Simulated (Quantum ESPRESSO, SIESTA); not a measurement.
Given: the input of a run of Quantum ESPRESSO 7.5 on NbAs. Atoms were shifted at random by some hundredths of an Å from the given cell, which wasn't relaxed again for these runs. 

The input pw.in:

```
&CONTROL
  calculation = 'scf'
  prefix = 'pwscf'
  outdir = './tmp'
  pseudo_dir = './pseudo'
  tprnfor = .true.
  tstress = .true.
  disk_io = 'nowf'
/
&SYSTEM
  ibrav = 0
  nat = 4
  ntyp = 2
  ecutwfc = 45
  ecutrho = 360
  nbnd = 26
  occupations = 'smearing'
  smearing = 'fd'
  degauss = 0.00367493
/
&ELECTRONS
  conv_thr = 8d-10
  electron_maxstep = 120
  mixing_beta = 0.5
/
ATOMIC_SPECIES
Nb    92.9064 nb_pbesol_v1.uspp.F.UPF
As    74.9216 as_pbesol_v1.uspp.F.UPF
CELL_PARAMETERS angstrom
  -1.7258500000    1.7258500000    5.8400000000
   1.7258500000   -1.7258500000    5.8400000000
   1.7258500000    1.7258500000   -5.8400000000
ATOMIC_POSITIONS crystal
Nb     0.5064570000   -0.0011570000    0.5128730000
Nb     0.7511050000    0.7596630000    0.0070210000
As     0.8934080000    0.4210190000    0.4965690000
As     0.1596040000    0.1701210000    0.0020040000
K_POINTS automatic
11 11 11 0 0 0
```

Potentials or basis: GBRV 1.5 PBEsol.

The run is started by

```bash
$ OMP_NUM_THREADS=1 mpirun -n 2 pw.x -nk 2 -in pw.in > pw.out
```

**Question.** Translate it to SIESTA 5.4.2. Potentials or basis there: files PseudoDojo sr-pbesol-0.4.1-standard, DZP (energy shift 0.003 Ry; two zetas on semicore shells).

**Answer.** As run (cutoffs and basis follow the program's own potentials, and thresholds, step limits or extra output files can differ):

Contents of NbAs.fdf:

```
SystemName                      NbAs
SystemLabel                     NbAs
NumberOfSpecies                 2
NumberOfAtoms                   4
%block ChemicalSpeciesLabel
  1  41 Nb
  2  33 As
%endblock ChemicalSpeciesLabel

LatticeConstant                 1.0 Ang
%block LatticeVectors
    -1.7258500000     1.7258500000     5.8400000000
     1.7258500000    -1.7258500000     5.8400000000
     1.7258500000     1.7258500000    -5.8400000000
%endblock LatticeVectors
AtomicCoordinatesFormat         Fractional
%block AtomicCoordinatesAndAtomicSpecies
     0.5064570000    -0.0011570000     0.5128730000  1  Nb
     0.7511050000     0.7596630000     0.0070210000  1  Nb
     0.8934080000     0.4210190000     0.4965690000  2  As
     0.1596040000     0.1701210000     0.0020040000  2  As
%endblock AtomicCoordinatesAndAtomicSpecies

%block kgrid.MonkhorstPack
   11   0   0  0.0
    0  11   0  0.0
    0   0  11  0.0
%endblock kgrid.MonkhorstPack
XC.Functional                   GGA
XC.Authors                      PBEsol
PAO.BasisSize                   DZP
PAO.EnergyShift                 0.003 Ry
Mesh.Cutoff                     800 Ry
OccupationFunction              FD
ElectronicTemperature           0.05 eV
MaxSCFIterations                120
SCF.MustConverge                false
SCF.Mixer.Method                Pulay
SCF.Mixer.Weight                0.25
SCF.Mixer.History               8
SCF.DM.Tolerance                5.0e-05
SCF.H.Tolerance                 1.0e-03 eV
WriteForces                     true
Charge.Mulliken                 end
%block PAO.Basis
  Nb 5
  n=4 0 2
    3.366 0.000
  n=5 0 2
    9.113 0.000
  n=4 1 2
    3.905 0.000
  n=5 1 1
    9.113
  n=4 2 2
    7.312 0.000
  As 4
  n=4 0 2
    5.501 0.000
  n=4 1 2
    7.312 0.000
  n=3 2 2
    2.890 0.000
  n=4 2 1
    7.312
%endblock PAO.Basis
```

Potentials or basis: PseudoDojo 0.4 standard (PBEsol files), converted to PSML, two zetas on semicore shells, DZP (energy shift 0.003 Ry; two zetas on semicore shells).

Run with:

```bash
$ siesta NbAs.fdf > NbAs.out 2>&1
```

Both were run:

|  | Quantum ESPRESSO | SIESTA |
| --- | --- | --- |
| Pressure | -1.0 GPa | 1.4 GPa |
| Largest force | 1.518 eV/Å | 1.654 eV/Å |

The potentials hold 36 and 56 valence electrons a cell.

Pressure is positive in compression.
